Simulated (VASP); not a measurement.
Au:

```
CELL_PARAMETERS angstrom
2.74841 0.00000 0.00000
0.00000 2.74841 0.00000
0.00000 0.00000 2.74841
ATOMIC_POSITIONS crystal
Au 0.50000 0.50000 0.50000
```

The cell was built by a generator and needn't be a form met in nature.

Base run:

```yaml
Program: VASP 6.6.1
Functional: RPBE
Potentials_or_basis: VASP PAW PBE potentials, release 64 (Au)
Cutoff: 520 eV
k_mesh: 10 × 10 × 10
Occupations: fermi-dirac, width 0.05 eV
Spin: no spin polarisation
```

Its results: pressure 3.4 GPa.

Q: The run is repeated on the same cell with these changes: functional from RPBE to AM05. What comes out?

A: Pressure -6.2 GPa.

AM05 binds more tightly than RPBE, so the same cell stands under less pressure.

Caveats: the PAW data sets were made with another functional, which shifts forces and pressure a little.

Not every run made on this cell is shown here.
